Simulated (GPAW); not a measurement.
# Fe (P6_3/mmc) in GPAW: further runs

Aim: see how the results for Fe move with the level of theory and the settings. Levels: rSCAN+D4, PBE, PBEsol+D4. Tasks: relaxation of cell and atoms, single point.

Program: GPAW 26.7.0. These are calculated values, not measurements. Logs are shortened: lines on timing, memory, paths and dates and some standing lists are left out, and cuts for length are marked. The log counts tension as positive stress, the text compression.

## 1. Starting point

It takes space group P6_3/mmc (No. 194, hexagonal). The conventional cell has a = 2.434 Å, b = 2.434 Å, c = 3.842 Å, α = 90.00°, β = 90.00°, γ = 120.00°. Fe (site symmetry -6m2) has 12 Fe at 2.38 to 2.43 Å as nearest neighbours.

This isn't the form of Fe at room conditions, which is bcc.

## 2. Relaxation of cell and atoms, rSCAN+D4, collinear spin, ferromagnetic start

Input file run.py:

```python
from ase.calculators.mixing import SumCalculator
from ase.filters import FrechetCellFilter
from ase.io import read, write
from ase.optimize import LBFGS
from dftd4.ase import DFTD4
from gpaw import GPAW, PW

atoms = read('Fe.cif')
atoms.set_initial_magnetic_moments([3.0, 3.0])

calc = GPAW(mode=PW(600),
            xc='MGGA_X_RSCAN+MGGA_C_RSCAN',
            kpts={'size': (9, 9, 5), 'gamma': True},
            occupations={'name': 'fermi-dirac', 'width': 0.05},
            nbands=19,
            convergence={'density': 1e-05, 'energy': 1e-05},
            maxiter=150,
            txt='gpaw.txt')
atoms.calc = SumCalculator([calc, DFTD4(method='rscan')])
opt = LBFGS(FrechetCellFilter(atoms), trajectory='relax.traj', logfile='-')
done = opt.run(fmax=0.02, steps=60)
calc.write('gs.gpw')
write('result.traj', atoms)
print('Converged:', done)
print('Cell:', atoms.cell.cellpar().round(4))
print('Volume:', round(atoms.get_volume(), 4))
print(atoms.get_scaled_positions().round(5))
```

Input file Fe.cif:

```cif
data_Fe
_cell_length_a 2.43415759
_cell_length_b 2.43415759
_cell_length_c 3.84193447
_cell_angle_alpha 90.00000000
_cell_angle_beta 90.00000000
_cell_angle_gamma 120.00000000
_space_group_name_H-M_alt 'P1'
_space_group_name_Hall 'P 1'
_space_group_IT_number 1
loop_
_space_group_symop_operation_xyz
'x,y,z'
loop_
_atom_site_label
_atom_site_type_symbol
_atom_site_symmetry_multiplicity
_atom_site_Wyckoff_symbol
_atom_site_fract_x
_atom_site_fract_y
_atom_site_fract_z
_atom_site_occupancy
Fe1 Fe 1 a 0.6666666667 0.3333333333 0.7500000000 1
Fe2 Fe 1 a 0.3333333333 0.6666666667 0.2500000000 1
```

Potentials or basis: GPAW PAW data sets (gpaw-data 1.2.1), pw.

Launch:

```console
$ OMP_NUM_THREADS=1 python run.py
```

gpaw.txt:

```text
__  _  _
 | _ |_)|_||  |
 |__||  | ||/\| - 26.7.0

Input parameters:
  mode=PW(ecut=600.0),
  convergence={'density': 1e-05, 'energy': 1e-05},
  kpts=MonkhorstPack(size=(9, 9, 5), gamma=True),
  maxiter=150,
  nbands=19,
  occupations=Occupations(name='fermi-dirac', width=0.05),
  xc=XC(name='MGGA_X_RSCAN+MGGA_C_RSCAN')

Diagonalizing LCAO Hamiltonian
Converting LCAO to pw mode

          Fe

        Fe

Atoms  # Å, Bohr magnetons
|   | symbol |         x |        y |        z |    initial magnetic moments |
|---|--------|-----------|----------|----------|-----------------------------|
| 0 |     Fe |  1.217079 | 0.702681 | 2.881451 | ( 0.0000,  0.0000,  3.0000) |
| 1 |     Fe | -0.000000 | 1.405362 | 0.960484 | ( 0.0000,  0.0000,  3.0000) |

Unit cell  # Å
| periodic |         x |        y |        z |  lengths |     angles |
|----------|-----------|----------|----------|----------|------------|
|      yes |  2.434158 | 0.000000 | 0.000000 | 2.434158 |  90.000000 |
|      yes | -1.217079 | 2.108042 | 0.000000 | 2.434158 |  90.000000 |
|      yes |  0.000000 | 0.000000 | 3.841934 | 3.841934 | 120.000000 |

Number of symmetries: 12
Symmetry operations  # r_c * U_cc + t_c -> r_c
|    | kind |            matrix            |
|----|------|------------------------------|
|  0 |  σ   |  1, 1, 0,  0,-1, 0,  0, 0, 1 |
|  1 |  S6  |  1, 1, 0, -1, 0, 0,  0, 0,-1 |
|  2 |  E   |  1, 0, 0,  0, 1, 0,  0, 0, 1 |
|  3 |  C2  |  1, 0, 0, -1,-1, 0,  0, 0,-1 |
|  4 |  C2  |  0, 1, 0,  1, 0, 0,  0, 0,-1 |
|  5 |  C3  |  0, 1, 0, -1,-1, 0,  0, 0, 1 |
|  6 |  S6  |  0,-1, 0,  1, 1, 0,  0, 0,-1 |
|  7 |  σ   |  0,-1, 0, -1, 0, 0,  0, 0, 1 |
[... 180 lines left out ...]
No gap
No difference between direct/indirect transitions

Stress tensor  # eV/Ang^3
|         x |         y |         z |
|-----------|-----------|-----------|
| -0.294476 |  0.000000 |  0.000000 |
|  0.000000 | -0.294476 | -0.000000 |
|  0.000000 | -0.000000 | -0.467884 |

Forces  # eV/Ang
|       x |        y |        z |
|---------|----------|----------|
| 0.00000 |  0.00000 |  0.00001 |  # Fe   0
| 0.00000 | -0.00000 | -0.00001 |  # Fe   1

Interpolating wave functions to new cell

          Fe

        Fe

Atoms  # Å, Bohr magnetons
|   | symbol |         x |        y |        z |    initial magnetic moments |
|---|--------|-----------|----------|----------|-----------------------------|
| 0 |     Fe |  1.241257 | 0.716640 | 2.974793 | ( 0.0000,  0.0000,  2.5585) |
| 1 |     Fe | -0.000000 | 1.433280 | 0.991598 | ( 0.0000,  0.0000,  2.5585) |

Unit cell  # Å
| periodic |         x |         y |         z |  lengths |     angles |
|----------|-----------|-----------|-----------|----------|------------|
|      yes |  2.482513 | -0.000000 | -0.000000 | 2.482513 |  90.000000 |
|      yes | -1.241257 |  2.149919 |  0.000000 | 2.482513 |  90.000000 |
|      yes | -0.000000 |  0.000000 |  3.966391 | 3.966391 | 120.000000 |

Number of symmetries: 12
Symmetry operations  # r_c * U_cc + t_c -> r_c
|    | kind |            matrix            |
|----|------|------------------------------|
|  0 |  σ   |  1, 1, 0,  0,-1, 0,  0, 0, 1 |
|  1 |  S6  |  1, 1, 0, -1, 0, 0,  0, 0,-1 |
|  2 |  E   |  1, 0, 0,  0, 1, 0,  0, 0, 1 |
|  3 |  C2  |  1, 0, 0, -1,-1, 0,  0, 0,-1 |
|  4 |  C2  |  0, 1, 0,  1, 0, 0,  0, 0,-1 |
|  5 |  C3  |  0, 1, 0, -1,-1, 0,  0, 0, 1 |
|  6 |  S6  |  0,-1, 0,  1, 1, 0,  0, 0,-1 |
|  7 |  σ   |  0,-1, 0, -1, 0, 0,  0, 0, 1 |
|  8 |  σ   | -1, 0, 0,  1, 1, 0,  0, 0, 1 |
|  9 |  i   | -1, 0, 0,  0,-1, 0,  0, 0,-1 |
| 10 |  C3  | -1,-1, 0,  1, 0, 0,  0, 0, 1 |
| 11 |  C2  | -1,-1, 0,  0, 1, 0,  0, 0,-1 |
[... 99 lines left out ...]
xc functional:
  name: MGGA_X_RSCAN+MGGA_C_RSCAN with 2 nearest neighbor stencil

convergence criteria:
- Maximum integral of absolute [dens]ity change: 1e-05 electrons / valence electron
- Maximum [total energy] change in last 3 cyles: 1e-05 eV / valence electron
- Maximum integral of absolute [eigenst]ate change: 4e-08 eV^2 / valence electron
maximum number of iterations: 150

SCF iterations
[... 38 lines left out ...]
|iter:  16| |  -40.524304c| -8.02c| -4.67 |  +5.5216|
|iter:  17| |  -40.524305c| -8.30c| -4.96 |  +5.5216|
|iter:  18| |  -40.524305c| -8.86c| -5.41c|  +5.5216|

Converged in 18 steps
Energy contributions relative to reference atoms: (reference = -69238.909200)
[... 276 lines left out ...]
No gap
No difference between direct/indirect transitions

Stress tensor  # eV/Ang^3
|         x |         y |         z |
|-----------|-----------|-----------|
| -0.005422 |  0.000000 |  0.000000 |
|  0.000000 | -0.005422 |  0.000000 |
|  0.000000 |  0.000000 | -0.041229 |

Forces  # eV/Ang
|        x |       y |        z |
|----------|---------|----------|
|  0.00000 | 0.00000 |  0.00006 |  # Fe   0
| -0.00000 | 0.00000 | -0.00006 |  # Fe   1

Interpolating wave functions to new cell

          Fe

        Fe

Atoms  # Å, Bohr magnetons
|   | symbol |         x |        y |        z |    initial magnetic moments |
|---|--------|-----------|----------|----------|-----------------------------|
| 0 |     Fe |  1.283913 | 0.741267 | 3.247138 | ( 0.0000,  0.0000,  2.9249) |
| 1 |     Fe | -0.000000 | 1.482534 | 1.082384 | ( 0.0000,  0.0000,  2.9249) |

Unit cell  # Å
| periodic |         x |        y |        z |  lengths |     angles |
|----------|-----------|----------|----------|----------|------------|
|      yes |  2.567825 | 0.000000 | 0.000000 | 2.567825 |  90.000000 |
|      yes | -1.283913 | 2.223802 | 0.000000 | 2.567825 |  90.000000 |
|      yes |  0.000000 | 0.000000 | 4.329523 | 4.329523 | 120.000000 |
[... 438 lines left out ...]
          Fe

        Fe

Atoms  # Å, Bohr magnetons
|   | symbol |         x |        y |        z |    initial magnetic moments |
|---|--------|-----------|----------|----------|-----------------------------|
| 0 |     Fe |  1.263250 | 0.729338 | 3.291109 | ( 0.0000,  0.0000,  2.9351) |
| 1 |     Fe | -0.000000 | 1.458676 | 1.097007 | ( 0.0000,  0.0000,  2.9351) |

Unit cell  # Å
| periodic |         x |        y |         z |  lengths |     angles |
|----------|-----------|----------|-----------|----------|------------|
|      yes |  2.526501 | 0.000000 |  0.000000 | 2.526501 |  90.000000 |
|      yes | -1.263250 | 2.188014 | -0.000000 | 2.526501 |  90.000000 |
|      yes |  0.000000 | 0.000000 |  4.388116 | 4.388116 | 120.000000 |

Number of symmetries: 12
Symmetry operations  # r_c * U_cc + t_c -> r_c
|    | kind |            matrix            |
|----|------|------------------------------|
|  0 |  σ   |  1, 1, 0,  0,-1, 0,  0, 0, 1 |
|  1 |  S6  |  1, 1, 0, -1, 0, 0,  0, 0,-1 |
|  2 |  E   |  1, 0, 0,  0, 1, 0,  0, 0, 1 |
|  3 |  C2  |  1, 0, 0, -1,-1, 0,  0, 0,-1 |
|  4 |  C2  |  0, 1, 0,  1, 0, 0,  0, 0,-1 |
|  5 |  C3  |  0, 1, 0, -1,-1, 0,  0, 0, 1 |
|  6 |  S6  |  0,-1, 0,  1, 1, 0,  0, 0,-1 |
|  7 |  σ   |  0,-1, 0, -1, 0, 0,  0, 0, 1 |
|  8 |  σ   | -1, 0, 0,  1, 1, 0,  0, 0, 1 |
|  9 |  i   | -1, 0, 0,  0,-1, 0,  0, 0,-1 |
| 10 |  C3  | -1,-1, 0,  1, 0, 0,  0, 0, 1 |
| 11 |  C2  | -1,-1, 0,  0, 1, 0,  0, 0,-1 |
[... 421 lines left out ...]
          Fe

        Fe

Atoms  # Å, Bohr magnetons
|   | symbol |         x |        y |        z |    initial magnetic moments |
|---|--------|-----------|----------|----------|-----------------------------|
| 0 |     Fe |  1.267779 | 0.731952 | 3.279394 | ( 0.0000,  0.0000,  2.8721) |
| 1 |     Fe | -0.000000 | 1.463905 | 1.093120 | ( 0.0000,  0.0000,  2.8721) |

Unit cell  # Å
| periodic |         x |        y |         z |  lengths |     angles |
|----------|-----------|----------|-----------|----------|------------|
|      yes |  2.535558 | 0.000000 |  0.000000 | 2.535558 |  90.000000 |
|      yes | -1.267779 | 2.195857 | -0.000000 | 2.535558 |  90.000000 |
|      yes |  0.000000 | 0.000000 |  4.372513 | 4.372513 | 120.000000 |

Number of symmetries: 12
Symmetry operations  # r_c * U_cc + t_c -> r_c
|    | kind |            matrix            |
|----|------|------------------------------|
|  0 |  σ   |  1, 1, 0,  0,-1, 0,  0, 0, 1 |
|  1 |  S6  |  1, 1, 0, -1, 0, 0,  0, 0,-1 |
|  2 |  E   |  1, 0, 0,  0, 1, 0,  0, 0, 1 |
|  3 |  C2  |  1, 0, 0, -1,-1, 0,  0, 0,-1 |
|  4 |  C2  |  0, 1, 0,  1, 0, 0,  0, 0,-1 |
|  5 |  C3  |  0, 1, 0, -1,-1, 0,  0, 0, 1 |
|  6 |  S6  |  0,-1, 0,  1, 1, 0,  0, 0,-1 |
|  7 |  σ   |  0,-1, 0, -1, 0, 0,  0, 0, 1 |
|  8 |  σ   | -1, 0, 0,  1, 1, 0,  0, 0, 1 |
|  9 |  i   | -1, 0, 0,  0,-1, 0,  0, 0,-1 |
| 10 |  C3  | -1,-1, 0,  1, 0, 0,  0, 0, 1 |
| 11 |  C2  | -1,-1, 0,  0, 1, 0,  0, 0,-1 |
[... 179 lines left out ...]
Stress tensor  # eV/Ang^3
|         x |         y |         z |
|-----------|-----------|-----------|
| -0.010298 |  0.000000 | -0.000000 |
|  0.000000 | -0.010298 |  0.000000 |
| -0.000000 |  0.000000 | -0.010535 |

Forces  # eV/Ang
|        x |        y |        z |
|----------|----------|----------|
| -0.00000 |  0.00000 | -0.00014 |  # Fe   0
|  0.00000 | -0.00000 |  0.00014 |  # Fe   1

# Writing to gs.gpw (mode='')
```

It took 13 min on 1 thread of Arm Neoverse V2, shared host; peak memory 0.69 GiB.

What came out:

| Item | Value |
| --- | --- |
| Free energy | -40.8627 eV |
| Relaxed volume | 12.17 Å³/atom |
| Relaxed cell | a = 2.536 Å, b = 2.536 Å, c = 4.373 Å, α = 90.00°, β = 90.00°, γ = 120.00° |
| Space group after relaxing (to 0.05 Å) | P6_3/mmc (No. 194) |
| Energy gained by relaxing | 364.4 meV/atom |
| Ionic steps | 9 |
| Pressure after relaxing | 0.0 GPa |
| Band gap on the k mesh | none (metal or under the smearing width) |
| Net moment | 5.58 μB per cell |
| Site moments | Fe +2.87 μB |
| Dispersion energy per atom | -0.141 eV |

The path:
| step | energy change (eV) | largest force (eV/Å) | pressure (GPa) | volume (Å³) |
| --- | --- | --- | --- | --- |
| 1 | 0.0000 | 0.0000 | 54.02 | 19.71 |
| 2 | -0.3962 | 0.0001 | 28.81 | 21.17 |
| 3 | -0.6911 | 0.0001 | 5.68 | 23.52 |
| 4 | -0.7191 | 0.0001 | 1.11 | 24.35 |
| 5 | -0.7232 | 0.0001 | -1.18 | 24.72 |
| 6 | -0.7240 | 0.0001 | -1.15 | 24.70 |
| 7 | -0.7280 | 0.0004 | 0.41 | 24.26 |
| 8 | -0.7287 | 0.0001 | -0.21 | 24.39 |
| 9 | -0.7288 | 0.0001 | -0.01 | 24.34 |

Final structure:
```
Fe
1.0
     2.53556    0.00000    0.00000
    -1.26778    2.19586    0.00000
     0.00000    0.00000    4.37251
Fe
2
Direct
  0.66667 0.33333 0.75000
  0.33333 0.66667 0.25000
```

Caveat: each step starts from the last one's moments, so a moment once lost doesn't come back; later steps reuse the first step's grids; the volume moved by over 15 % at a fixed basis, so the end points are rough; the PAW data sets were made with another functional, which shifts forces and pressure a little; pairwise dispersion overbinds metals, which lowers pressure and volume.

## 3. Single point, PBE, collinear spin, ferromagnetic start

Input file run.py:

```python
from ase.dft.bandgap import bandgap
from ase.io import read, write
from ase.units import GPa
from gpaw import GPAW, PW

atoms = read('Fe.cif')
atoms.set_initial_magnetic_moments([3.0, 3.0])

calc = GPAW(mode=PW(340),
            xc='PBE',
            kpts={'size': (9, 9, 5), 'gamma': True},
            occupations={'name': 'fermi-dirac', 'width': 0.05},
            nbands=19,
            convergence={'density': 1e-05, 'energy': 1e-05},
            maxiter=80,
            txt='gpaw.txt')
atoms.calc = calc
energy = atoms.get_potential_energy()
forces = atoms.get_forces()
stress = atoms.get_stress()
calc.write('gs.gpw')
write('result.traj', atoms)
print(f'Energy: {energy:.6f} eV')
print('Forces (eV/A):')
print(forces.round(4))
print('Stress (GPa):', (stress / GPa).round(3))
print('Moments:', calc.get_magnetic_moments().round(3))
print('Fermi level:', round(calc.get_fermi_level(), 4), 'eV')
print(f'Gap: {bandgap(calc)[0]:.4f} eV, direct: {bandgap(calc, direct=True)[0]:.4f} eV')
```

Input file Fe.cif:

```cif
data_Fe
_cell_length_a 2.43415759
_cell_length_b 2.43415759
_cell_length_c 3.84193447
_cell_angle_alpha 90.00000000
_cell_angle_beta 90.00000000
_cell_angle_gamma 120.00000000
_space_group_name_H-M_alt 'P6_3/mmc'
_space_group_name_Hall '-P 6c 2c'
_space_group_IT_number 194
loop_
_space_group_symop_operation_xyz
'x,y,z'
'-x,-y,-z'
'x-y,x,z+1/2'
'-x+y,-x,-z+1/2'
'-y,x-y,z'
'y,-x+y,-z'
'-x,-y,z+1/2'
'x,y,-z+1/2'
'-x+y,-x,z'
'x-y,x,-z'
'y,-x+y,z+1/2'
'-y,x-y,-z+1/2'
'-y,-x,-z+1/2'
'y,x,z+1/2'
'-x,-x+y,-z'
'x,x-y,z'
'-x+y,y,-z+1/2'
'x-y,-y,z+1/2'
'y,x,-z'
'-y,-x,z'
'x,x-y,-z+1/2'
'-x,-x+y,z+1/2'
'x-y,-y,-z'
'-x+y,y,z'
loop_
_atom_site_label
_atom_site_type_symbol
_atom_site_symmetry_multiplicity
_atom_site_Wyckoff_symbol
_atom_site_fract_x
_atom_site_fract_y
_atom_site_fract_z
_atom_site_occupancy
Fe1 Fe 2 c 0.6666666667 0.3333333333 0.7500000000 1
```

Potentials or basis: GPAW PAW data sets (gpaw-data 1.2.1), pw.

Launch:

```console
$ OMP_NUM_THREADS=1 python run.py
```

It took 19 s on 1 thread of Intel Xeon Platinum 8488C (Sapphire Rapids), shared host; peak memory 0.14 GiB.

The run converged, but some of its settings lie outside the range that counts as converged, so its numbers aren't taken as properties of the crystal.

What came out:

```yaml
Free_energy: -17.4522 eV
Pressure: 9.4 GPa
Band_gap_on_the_k_mesh: none (metal or under the smearing width)
Net_moment: 0.00 μB per cell
```

Caveat: the cutoff is short for stress and forces, so pressures can be off by a GPa or more; the starting moments collapsed, and a magnetic state may lie lower.

## 4. Relaxation of cell and atoms, PBEsol+D4, collinear spin, ferromagnetic start

Input file run.py:

```python
from ase.calculators.mixing import SumCalculator
from ase.filters import FrechetCellFilter
from ase.io import write
from ase.optimize import LBFGS
from ase.spacegroup import crystal
from dftd4.ase import DFTD4
from gpaw import GPAW, PW, setup_paths

setup_paths.insert(0, '.')

# Fe 2c
atoms = crystal(['Fe'],
                basis=[[0.6666666667, 0.3333333333, 0.75]],
                spacegroup=194, setting=1,  # P6_3/mmc
                cellpar=[2.43415759, 2.43415759, 3.84193447, 90.0, 90.0, 120.0],
                primitive_cell=True)
atoms.set_initial_magnetic_moments([3.0, 3.0])

calc = GPAW(mode=PW(600),
            xc='PBEsol',
            kpts={'size': (9, 9, 5), 'gamma': True},
            occupations={'name': 'fermi-dirac', 'width': 0.05},
            nbands=19,
            convergence={'density': 1e-05, 'energy': 1e-05},
            maxiter=150,
            txt='gpaw.txt')
atoms.calc = SumCalculator([calc, DFTD4(method='pbesol')])
opt = LBFGS(FrechetCellFilter(atoms), trajectory='relax.traj', logfile='-')
done = opt.run(fmax=0.05, steps=40)
calc.write('gs.gpw')
write('result.traj', atoms)
print('Converged:', done)
print('Cell:', atoms.cell.cellpar().round(4))
print('Volume:', round(atoms.get_volume(), 4))
print(atoms.get_scaled_positions().round(5))
```

Potentials or basis: PAW data sets generated in the run's folder for this functional, pw.

Launch:

```console
$ gpaw-setup -f PBEsol Fe
$ OMP_NUM_THREADS=1 python run.py
```

Run time: 53 s. Hardware: 1 thread of Intel Xeon Platinum 8488C (Sapphire Rapids), shared host; peak memory 0.21 GiB.

It converged, with:

| Property | Result |
| --- | --- |
| Free energy | -19.8737 eV |
| Relaxed volume | 9.83 Å³/atom |
| Relaxed cell | a = 2.429 Å, b = 2.429 Å, c = 3.845 Å, α = 90.00°, β = 90.00°, γ = 120.00° |
| Space group after relaxing (to 0.05 Å) | P6_3/mmc (No. 194) |
| Energy gained by relaxing | 0.2 meV/atom |
| Ionic steps | 3 |
| Pressure after relaxing | 0.2 GPa |
| Band gap on the k mesh | none (metal or under the smearing width) |
| Net moment | 0.00 μB per cell |
| Dispersion energy per atom | -0.232 eV |

Stress tensor (GPa, compression positive):
```
0.08 0.00 0.00
0.00 0.08 0.00
0.00 0.00 0.42
```

Step by step:
| step | energy change (eV) | largest force (eV/Å) | pressure (GPa) | volume (Å³) |
| --- | --- | --- | --- | --- |
| 1 | 0.0000 | 0.0000 | -0.80 | 19.71 |
| 2 | -0.0002 | 0.0000 | -0.47 | 19.69 |
| 3 | -0.0003 | 0.0000 | 0.19 | 19.65 |

Final structure:
```
Fe
1.0
     2.42934    0.00000    0.00000
    -1.21467    2.10387    0.00000
     0.00000    0.00000    3.84524
Fe
2
Direct
  0.66667 0.33333 0.75000
  0.33333 0.66667 0.25000
```

Levels at points of the mesh, in eV from the Fermi level:
Spin up:
| k point | band 6 | band 7 | band 8 | band 9 | band 10 | band 11 |
| --- | --- | --- | --- | --- | --- | --- |
| (0.00, 0.00, 0.00) | -1.32 | -1.32 | -0.94 | -0.94 | 0.34 | 0.72 |
Spin down:
| k point | band 5 | band 6 | band 7 | band 8 | band 9 | band 10 | band 11 | band 12 |
| --- | --- | --- | --- | --- | --- | --- | --- | --- |
| (0.00, 0.00, 0.00) | -1.68 | -1.32 | -1.32 | -0.94 | -0.94 | 0.34 | 0.72 | 0.72 |

Caveat: each step starts from the last one's moments, so a moment once lost doesn't come back; the starting moments collapsed, and a magnetic state may lie lower; later steps reuse the first step's grids; pairwise dispersion overbinds metals, which lowers pressure and volume.
